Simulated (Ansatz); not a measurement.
Runs of Ansatz 0.2.0 on AlN. Symmetry: F-43m, No. 216, cubic system. The conventional cell has a = 4.368 Å, b = 4.368 Å, c = 4.368 Å, α = 90.00°, β = 90.00°, γ = 90.00°. Al (site symmetry -43m) is surrounded by 4 N at 1.89 Å. N (site symmetry -43m) is surrounded by 4 Al at 1.89 Å. Measurements of this composition are mostly on another form, of space group No. 186.

| task | level | cell | cutoff (eV) | points for each segment of the path | gap on the mesh (eV) | pressure (GPa) | relaxed volume (Å³/atom) |
| --- | --- | --- | --- | --- | --- | --- | --- |
| band structure | HSE03 | as given | 420 | 4 | - | -0.1 | - |
| relaxation of cell and atoms | HF | relaxed | 420 | - | 12.79 | 0.0 | (a) |
| band structure | HSEsol | as given | 420 | 4 | - | -2.8 | - |
| band structure | B3LYP | as given | 420 | 4 | - | 2.5 | - |
| band structure | r2SCAN50 | as given | 500 | 4 | - | -6.2 | - |
| relaxation of cell and atoms | PBE0 | relaxed | 420 | - | 5.91 | 0.0 | 10.40 |
| band structure | HF | as given | 420 | 4 | - | (b) | - |

Alike in all rows: potentials or basis Ansatz PAW; no spin polarisation; k mesh 5 × 5 × 5; smearing fermi-dirac 0.05 eV; the mesh is coarse, so values aren't converged.

Question: Estimate the missing entries.

Answer: (a) 10.37; (b) -1.2.

Caveats: all runs use coarse meshes; the PAW data sets come from PBE, with cores solved anew for the run's functional, which leaves a small shift of forces and pressure; the thresholds are loose for stress (some runs); odd divisions of the mesh miss points on the zone boundary, where band edges often lie, so the gap on the mesh can be too wide (some runs); the plane-wave basis is chosen anew once the cell has moved, so the energies of steps on either side of that aren't comparable (some runs).

A k mesh can miss the band edges.
